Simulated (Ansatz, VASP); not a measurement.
## One calculation of Mg, two programs

Contents of INCAR:

```
  PREC = Accurate
  ENCUT = 520
  EDIFF = 1E-7
  ISMEAR = 0
  SIGMA = 0.1
  LREAL = False
  LASPH = True
  NELM = 80
  ALGO = Fast
  ISIF = 2
  LWAVE = False
  LCHARG = False
  GGA = PS
  NBANDS = 9
```

KPOINTS

```
Automatic mesh
0
Gamma
  12 12 7
```

File POSCAR:

```
Mg
1.0
    3.1881999953      0.0000000000      0.0000000000
   -1.5940999977      2.7610621883      0.0000000000
    0.0000000000      0.0000000000      5.1084658785
Mg
2
Direct
    0.3333333333      0.6666666667      0.2500000000
    0.6666666667      0.3333333333      0.7500000000
```

Input for Ansatz:

```yaml
crystal:
  lattice:
    - [3.1881999953, 0.0, 0.0]
    - [-1.5940999977, 2.7610621883, 0.0]
    - [0.0, 0.0, 5.1084658785]
  atoms:
    - { symbol: Mg, position: [0.3333333333, 0.6666666667, 0.25] }
    - { symbol: Mg, position: [0.6666666667, 0.3333333333, 0.75] }
basis:
  ecutwfc: 420
kpoints:
  mp_grid: { grid: [12, 12, 7] }
hamiltonian:
  xc: pbesol
scf:
  occupations: { method: gaussian, width: 0.1 }
output:
  forces: true
  stress: true
  eigenvalues: true
```

Alike in both runs: task single point; functional PBEsol; k mesh 12 × 12 × 7; occupations gaussian, width 0.1 eV; no spin polarisation.

```csv
,VASP,Ansatz
version,VASP 6.6.1,Ansatz 0.2.0
potentials or method,"VASP PAW PBE potentials, release 64 (Mg)","scalar-relativistic, plane waves, PAW"
plane-wave cutoff (eV),520,420
valence electrons in the cell,4,20
```

```csv
,VASP,Ansatz,Ansatz less VASP
gap on the k mesh at the Fermi level (eV),none,none,-
pressure (GPa),0.0,0.0,+0.05
largest component of the traceless stress (GPa),0.12,0.12,+0.004
```

A gap of «none» marks a metal or a gap that the smearing closes. With one functional, cell and mesh, what is left measures potentials, basis and numerics. The two sets of potentials don't hold the same shells in valence.

Caveats: the PAW data sets were made with another functional, which shifts forces and pressure a little (VASP).
